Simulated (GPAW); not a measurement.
## O in GPAW: convergence with k mesh

The system is O.

```xyz
2
Lattice="0.0000 1.8899 3.8988 1.5018 0.0000 3.8988 1.5018 1.8899 0.0000" Properties=species:S:1:pos:R:3 pbc="T T T"
O     1.5018    1.8899    4.5141
O     1.5018    1.8899    3.2836
```

- Program: GPAW 26.7.0
- Task: convergence study
- Functional: PBEsol
- Potentials or basis: PAW data sets generated in the run's folder for this functional
- Cutoff: 800 eV
- Basis: pw
- k mesh: 3 × 3 × 3
- Occupations: fermi-dirac, width 0.05 eV
- Spin: no spin polarisation

These are the settings of the first run; the series varies k mesh, with any setting tied to it.

Hardware: 1 thread of Arm Neoverse V1, with other jobs on the host.

```
      k mesh  energy less the tightest run, at zero smearing (meV/atom)  pressure (GPa)  largest force (eV/Å)  SCF cycles  CPU time (s)  peak memory (GiB)
   3 × 3 × 3                                                      50.61           -5.26                 1.648           9           8.9               0.16
   4 × 4 × 4                                                      90.26           -4.51                 1.597           9            15               0.16
   5 × 5 × 5                                                      30.33           -5.94                 1.583           9            21               0.17
   6 × 6 × 6                                                     -21.53           -7.13                 1.575           9            33               0.17
   7 × 7 × 7                                                      -5.82           -6.76                 1.590           9            45               0.18
   9 × 9 × 9                                                       4.64           -6.53                 1.581           9            84                0.2
11 × 11 × 11                                                      -2.81           -6.69                 1.584           9           140               0.25
13 × 13 × 13                                                       1.14           -6.60                 1.581           9           220               0.31
16 × 16 × 16                                                       0.00           -6.62                 1.581           9           410               0.45
```

Against the tightest run, the pressure stays within 0.1 GPa from 9 × 9 × 9 on; the largest force stays within 0.005 eV/Å from 9 × 9 × 9 on. Not settled before the last step: the energy (to 1 meV/atom). Meshes of other sizes hit other points, so gaps and Fermi surfaces needn't settle smoothly. The tightest run that finished is the yardstick and may itself not be fully converged.

Caveat, for the tightest run too: spin is off for a triplet molecule; forces of over 1 eV/Å show positions far from the minimum, so gaps and moduli don't describe the material at rest; the program warned that so skewed a cell can give wrong results.
